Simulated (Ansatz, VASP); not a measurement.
**One calculation of Sc, two programs**

The input INCAR:

```
SYSTEM = Sc
PREC = Accurate ; ENCUT = 520
EDIFF = 1E-6 ; ISMEAR = 1
SIGMA = 0.1 ; LREAL = .FALSE.
LASPH = .TRUE. ; NELM = 100
ALGO = Normal ; ISIF = 2
LWAVE = .FALSE. ; LCHARG = .FALSE.
METAGGA = R2SCAN ; LMIXTAU = .TRUE.
IVDW = 12 ; VDW_S6 = 1.0
VDW_S8 = 0.78981345 ; VDW_A1 = 0.49484001
VDW_A2 = 5.73083694 ; NBANDS = 12
```

The input KPOINTS:

```
Automatic mesh
0
G
  10 10 10
  0 0 0
```

File POSCAR:

```
Sc
1.0
   -1.9670251594      1.9670251594      1.7622358896
    1.9670251594     -1.9670251594      1.7622358896
    1.9670251594      1.9670251594     -1.7622358896
Sc
1
Direct
    0.0000000000      0.0000000000      0.0000000000
```

The input input.yaml:

```yaml
crystal:
  lattice:
    - [-1.9670251594, 1.9670251594, 1.7622358896]
    - [1.9670251594, -1.9670251594, 1.7622358896]
    - [1.9670251594, 1.9670251594, -1.7622358896]
  atoms:
    - { symbol: Sc, position: [0.0, 0.0, 0.0] }
hamiltonian:
  xc: r2scan
  pseudopotentials: { kind: paw }
  dispersion: d3bj
kpoints:
  mp_grid: { grid: [10, 10, 10] }
scf:
  occupations: { method: methfessel_paxton, width: 0.1 }
output:
  forces: true
  stress: true
  eigenvalues: true
```

Change from the starting cell: volume scaled by 1.08.

Alike in both runs: task single point; functional r2SCAN; dispersion D3(BJ); k mesh 10 × 10 × 10; occupations methfessel-paxton of order 1, width 0.1 eV; no spin polarisation.

```csv
,VASP,Ansatz
version,VASP 6.6.1,Ansatz 0.2.0
potentials or method,"VASP PAW PBE potentials, release 64 (Sc_sv)",Ansatz PAW
plane-wave cutoff (eV),520,500
valence electrons in the cell,11,11
```

VASP gave:

| Quantity | Value |
| --- | --- |
| gap on the k mesh at the Fermi level (eV) | none |
| pressure (GPa) | -4.9 |
| largest component of the traceless stress (GPa) | 1.66 |
| dispersion energy (meV/atom) | -166.1 |

Question: What did Ansatz give for the same quantities?

Answer: gap on the k mesh at the Fermi level (eV): none; pressure (GPa): -5.1; largest component of the traceless stress (GPa): 1.66; dispersion energy (meV/atom): -166.2.

A gap of «none» marks a metal or a gap that the smearing closes.

Caveats: pairwise dispersion overbinds metals, which lowers pressure and volume; the PAW data sets were made with another functional, which shifts forces and pressure a little (VASP); the PAW data sets come from PBE, with cores solved anew for the run's functional, which leaves a small shift of forces and pressure (Ansatz); the dispersion damping was fitted for another functional or another form of the correction (Ansatz).
